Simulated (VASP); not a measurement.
# Ni (Fm-3m) in VASP: a series of runs

Runs on Ni. Level: PBE. Tasks: single point.

All numbers are computed with VASP 6.6.1; they aren't measurements. Logs are shortened: lines on timing, memory, paths and dates and some standing lists are left out, and cuts for length are marked.

### 1 The undisturbed crystal

It takes space group Fm-3m (No. 225, cubic). Conventional cell: a = 3.524 Å, b = 3.524 Å, c = 3.524 Å, α = 90.00°, β = 90.00°, γ = 90.00°. Ni (site symmetry m-3m) is surrounded by 12 Ni at 2.49 Å.

### 2 Single point, PBE, collinear spin, ferromagnetic start (a relaxed cell with its volume scaled by 0.94)

INCAR reads:

```
PREC = Accurate
ENCUT = 520
EDIFF = 1E-7
ISMEAR = 0
SIGMA = 0.1
LREAL = False
LASPH = True
NELM = 120
ALGO = Fast
ISIF = 2
LWAVE = False
LCHARG = False
ISPIN = 2
MAGMOM = 0.8
LORBIT = 11
LMAXMIX = 4
GGA = PE
```

KPOINTS reads:

```
Automatic mesh
0
Gamma
  4 4 4
```

POSCAR reads:

```
Ni                                      
1.0
   -0.0000000000      1.7137496600      1.7137496600
    1.7137496600     -0.0000000000      1.7137496600
    1.7137496600      1.7137496600      0.0000000000
  Ni            
     1
Direct
     0.0000000000000000    0.0000000000000000    0.0000000000000000
```

Potentials or basis: VASP PAW PBE potentials, release 64 (Ni).

Started as:

```
$ cat potpaw_PBE.64/Ni/POTCAR > POTCAR
$ mpirun -np 1 vasp_std > vasp.out
```

OUTCAR:

```text
PREC = Accurate
   ENCUT = 520
   EDIFF = 1E-7
   ISMEAR = 0
   LREAL = False
   LASPH = True
   NELM = 120
   ISIF = 2
   ISPIN = 2
   LORBIT = 11
   GGA = PE

 ion  position               nearest neighbor table
   1  0.000  0.000  0.000-

  LATTYP: Found a face centered cubic cell.
 ALAT       =     3.4274993200

  Lattice vectors:

 A1 = (   0.0000000000,   1.7137496600,   1.7137496600)
 A2 = (   1.7137496600,   0.0000000000,   1.7137496600)
 A3 = (   1.7137496600,   1.7137496600,   0.0000000000)

Analysis of symmetry for initial positions (statically):
=====================================================================
 Subroutine PRICEL returns:
 Original cell was already a primitive cell.

 Routine SETGRP: Setting up the symmetry group for a
 face centered cubic supercell.

 Subroutine GETGRP returns: Found 48 space group operations
 (whereof 48 operations were pure point group operations)
 out of a pool of 48 trial point group operations.

The static configuration has the point symmetry O_h .

Analysis of symmetry for dynamics (positions and initial velocities):
=====================================================================
 Subroutine PRICEL returns:
 Original cell was already a primitive cell.

 Routine SETGRP: Setting up the symmetry group for a
 face centered cubic supercell.

 Subroutine GETGRP returns: Found 48 space group operations
 (whereof 48 operations were pure point group operations)
 out of a pool of 48 trial point group operations.

The dynamic configuration has the point symmetry O_h .

Analysis of structural, dynamic, and magnetic symmetry:
=====================================================================
 Subroutine PRICEL returns:
 Original cell was already a primitive cell.

 Routine SETGRP: Setting up the symmetry group for a
 face centered cubic supercell.

 Subroutine GETGRP returns: Found 48 space group operations
 (whereof 48 operations were pure point group operations)
 out of a pool of 48 trial point group operations.

The overall configuration has the point symmetry O_h .

 Subroutine INISYM returns: Found 48 space group operations
 (whereof 48 operations are pure point group operations),
 and found     1 'primitive' translations

----------------------------------------------------------------------------------------

                                     Primitive cell

  volume of cell :      10.0664

  direct lattice vectors                    reciprocal lattice vectors
     0.000000000  1.713749660  1.713749660    -0.291757899  0.291757899  0.291757899
     1.713749660  0.000000000  1.713749660     0.291757899 -0.291757899  0.291757899
[... 103 lines left out ...]
 NGX is ok and might be reduce to    18
   NGX =  9   NGY =  9   NGZ =  9

 number of electron      10.0000000 magnetization       0.8000000

 number of electron       9.9999990 magnetization       0.5937245

 Free energy of the ion-electron system (eV)
  ---------------------------------------------------
  ext. energy  EPLUGINS =         0.00000000
  ---------------------------------------------------
  free energy    TOTEN  =        -5.52051766 eV

  energy without entropy =       -5.51082645  energy(sigma->0) =       -5.51567205

 E-fermi :  10.6153     XC(G=0): -13.7258

 val. band max:       10.5388177801   @ k =   0.5000   0.5000   0.0000
 cond. band min:      10.6287911687   @ k =   0.5000   0.0000   0.0000
 fundamental gap:      0.0899733886
 Fermi energy:        10.6152985760

 spin component 1

 k-point     1 :       0.0000    0.0000    0.0000
  band No.  band energies     occupation
      1       0.9622      1.00000
      2       7.8456      1.00000
      3       7.8456      1.00000
      4       7.8456      1.00000
      5       9.1534      1.00000
      6       9.1534      1.00000
      7      34.9075      0.00000
      8      39.3854      0.00000
      9      39.3854      0.00000
[... 73 lines left out ...]
 k-point     8 :      -0.2500    0.5000    0.2500
  band No.  band energies     occupation
      1       6.3329      1.00000
      2       7.1320      1.00000
      3       7.1320      1.00000
      4       9.0749      1.00000
      5      10.0493      1.00000
      6      18.7046      0.00000
      7      18.7046      0.00000
      8      21.0140      0.00000
      9      22.5220      0.00000
 Fermi energy:        10.6152985760

 spin component 2

 k-point     1 :       0.0000    0.0000    0.0000
  band No.  band energies     occupation
      1       0.9180      1.00000
      2       8.5696      1.00000
      3       8.5697      1.00000
      4       8.5697      1.00000
      5       9.7168      1.00000
      6       9.7168      1.00000
      7      34.7507      0.00000
      8      39.3495      0.00000
      9      39.3495      0.00000
[... 73 lines left out ...]
 k-point     8 :      -0.2500    0.5000    0.2500
  band No.  band energies     occupation
      1       6.6894      1.00000
      2       7.7107      1.00000
      3       7.7107      1.00000
      4       9.6117      1.00000
      5      10.8885      0.00006
      6      18.8786      0.00000
      7      18.8786      0.00000
      8      21.1692      0.00000
      9      22.6486      0.00000

------------------------ aborting loop because EDIFF is reached ----------------------------------------

  FORCE on cell =-STRESS in cart. coord.  units (eV):
  Direction    XX          YY          ZZ          XY          YZ          ZX
  --------------------------------------------------------------------------------------
  -------------------------------------------------------------------------------------
  Total        0.9391103      0.9391103      0.9391103      0.0000000     -0.0000000      0.0000000
  in kB      149.4703486    149.4703486    149.4703486      0.0000000     -0.0000000      0.0000000
  external PRESSURE =     149.4703486 kB  Pullay stress =       0.0000000 kB

 VOLUME and BASIS-vectors are now :
 -----------------------------------------------------------------------------
  energy-cutoff  :      520.00
  volume of cell :       10.07
      direct lattice vectors                 reciprocal lattice vectors
     0.000000000  1.713749660  1.713749660    -0.291757899  0.291757899  0.291757899
     1.713749660  0.000000000  1.713749660     0.291757899 -0.291757899  0.291757899
     1.713749660  1.713749660  0.000000000     0.291757899  0.291757899 -0.291757899

 POSITION                                       TOTAL-FORCE (eV/Angst)
 -----------------------------------------------------------------------------------
      0.00000      0.00000      0.00000         0.000000      0.000000      0.000000
 -----------------------------------------------------------------------------------
    total drift:                                0.000000     -0.000000      0.000000

  FREE ENERGIE OF THE ION-ELECTRON SYSTEM (eV)
  ---------------------------------------------------
  free  energy   TOTEN  =        -5.5205176562 eV

  energy  without entropy=       -5.5108264508  energy(sigma->0) =       -5.51567205

 total charge

# of ion       s       p       d       tot
------------------------------------------
    1        0.523   0.580   8.351   9.454

 magnetization (x)

# of ion       s       p       d       tot
------------------------------------------
    1       -0.013  -0.026   0.639   0.600
```

It took 4.2 s on 1 thread of AMD EPYC 7R13 (Zen 3), shared host; peak memory 0.09 GiB.

Results:

```
Free energy                                           : -5.5205 eV
Pressure                                              : 14.9 GPa
Band gap on the k mesh                                : none (metal or under the smearing width)
Net moment                                            : 0.59 μB per cell
Site moments                                          : Ni +0.60 μB
Valence electrons inside the program's atomic spheres : Ni 9.45
```

Levels at points of the mesh, in eV from the Fermi level:
Spin up:
```csv
k point,band 3,band 4,band 5,band 6,band 7,band 8
"(0.00, 0.00, 0.00)",-2.77,-2.77,-1.46,-1.46,24.29,28.77
"(0.50, 0.00, 0.00)",-2.76,-0.72,-0.72,-0.53,6.13,22.75
"(0.50, 0.50, 0.00)",-0.67,-0.57,-0.57,2.41,9.83,15.48
```
Spin down:
| k point | band 2 | band 3 | band 4 | band 5 | band 6 | band 7 |
| --- | --- | --- | --- | --- | --- | --- |
| (0.00, 0.00, 0.00) | -2.05 | -2.05 | -2.05 | -0.90 | -0.90 | 24.14 |
| (0.50, 0.00, 0.00) | -2.17 | -2.17 | -0.59 | 0.01 | 0.01 | 6.54 |
| (0.50, 0.50, 0.00) | -4.16 | -0.08 | 0.27 | 0.27 | 2.36 | 10.06 |

Caveat: the k mesh is coarse (spacing up to 0.79 Å⁻¹), so the values aren't converged.

### 3 Single point, PBE, collinear spin, ferromagnetic start (a relaxed cell with its volume scaled by 1.06)

INCAR is that of step 2.

KPOINTS is that of step 2.

POSCAR reads:

```
Ni                                      
1.0
   -0.0000000000      1.7837749150      1.7837749150
    1.7837749150     -0.0000000000      1.7837749150
    1.7837749150      1.7837749150      0.0000000000
  Ni            
     1
Direct
     0.0000000000000000    0.0000000000000000    0.0000000000000000
```

Potentials or basis: VASP PAW PBE potentials, release 64 (Ni).

Started as:

```
$ cat potpaw_PBE.64/Ni/POTCAR > POTCAR
$ mpirun -np 1 vasp_std > vasp.out
```

OUTCAR:

```text
PREC = Accurate
   ENCUT = 520
   EDIFF = 1E-7
   ISMEAR = 0
   LREAL = False
   LASPH = True
   NELM = 120
   ISIF = 2
   ISPIN = 2
   LORBIT = 11
   GGA = PE

 ion  position               nearest neighbor table
   1  0.000  0.000  0.000-

  LATTYP: Found a face centered cubic cell.
 ALAT       =     3.5675498300

  Lattice vectors:

 A1 = (   0.0000000000,   1.7837749150,   1.7837749150)
 A2 = (   1.7837749150,   0.0000000000,   1.7837749150)
 A3 = (   1.7837749150,   1.7837749150,   0.0000000000)

Analysis of symmetry for initial positions (statically):
=====================================================================
 Subroutine PRICEL returns:
 Original cell was already a primitive cell.

 Routine SETGRP: Setting up the symmetry group for a
 face centered cubic supercell.

 Subroutine GETGRP returns: Found 48 space group operations
 (whereof 48 operations were pure point group operations)
 out of a pool of 48 trial point group operations.

The static configuration has the point symmetry O_h .

[... 270 lines left out ...]
      3       7.1423      1.00000
      4       7.1423      1.00000
      5       8.0804      1.00000
      6       8.0804      1.00000
      7      31.9750      0.00000
      8      35.6558      0.00000
      9      35.6558      0.00000
[... 73 lines left out ...]
 k-point     8 :      -0.2500    0.5000    0.2500
  band No.  band energies     occupation
      1       5.5640      1.00000
      2       6.4181      1.00000
      3       6.4181      1.00000
      4       7.9995      1.00000
      5       9.0775      0.00030
      6      16.4226      0.00000
      7      16.4226      0.00000
      8      18.5908      0.00000
      9      19.5411      0.00000

------------------------ aborting loop because EDIFF is reached ----------------------------------------

  FORCE on cell =-STRESS in cart. coord.  units (eV):
  Direction    XX          YY          ZZ          XY          YZ          ZX
  --------------------------------------------------------------------------------------
  -------------------------------------------------------------------------------------
  Total       -0.7415271     -0.7415271     -0.7415271      0.0000000      0.0000000      0.0000000
  in kB     -104.6616173   -104.6616173   -104.6616173      0.0000000      0.0000000      0.0000000
  external PRESSURE =    -104.6616173 kB  Pullay stress =       0.0000000 kB

 VOLUME and BASIS-vectors are now :
 -----------------------------------------------------------------------------
  energy-cutoff  :      520.00
  volume of cell :       11.35
      direct lattice vectors                 reciprocal lattice vectors
     0.000000000  1.783774915  1.783774915    -0.280304424  0.280304424  0.280304424
     1.783774915  0.000000000  1.783774915     0.280304424 -0.280304424  0.280304424
     1.783774915  1.783774915  0.000000000     0.280304424  0.280304424 -0.280304424

 POSITION                                       TOTAL-FORCE (eV/Angst)
 -----------------------------------------------------------------------------------
      0.00000      0.00000      0.00000         0.000000      0.000000      0.000000
 -----------------------------------------------------------------------------------
    total drift:                               -0.000000     -0.000000     -0.000000

  FREE ENERGIE OF THE ION-ELECTRON SYSTEM (eV)
  ---------------------------------------------------
  free  energy   TOTEN  =        -5.5265987291 eV

  energy  without entropy=       -5.5164592938  energy(sigma->0) =       -5.52152901

 total charge

# of ion       s       p       d       tot
------------------------------------------
    1        0.469   0.473   8.290   9.231

 magnetization (x)

# of ion       s       p       d       tot
------------------------------------------
    1       -0.013  -0.025   0.650   0.612
```

Run time: 4.8 s. Hardware: 1 thread of AMD EPYC 7R13 (Zen 3), shared host; peak memory 0.1 GiB.

Results:

```yaml
Free_energy: -5.5266 eV
Pressure: -10.5 GPa
Band_gap_on_the_k_mesh: none (metal or under the smearing width)
Net_moment: 0.59 μB per cell
Site_moments: Ni +0.61 μB
Valence_electrons_inside_the_program's_atomic_spheres: Ni 9.23
```

Caveat: the k mesh is coarse (spacing up to 0.76 Å⁻¹), so the values aren't converged.

(Continued in part 2 of 2.)
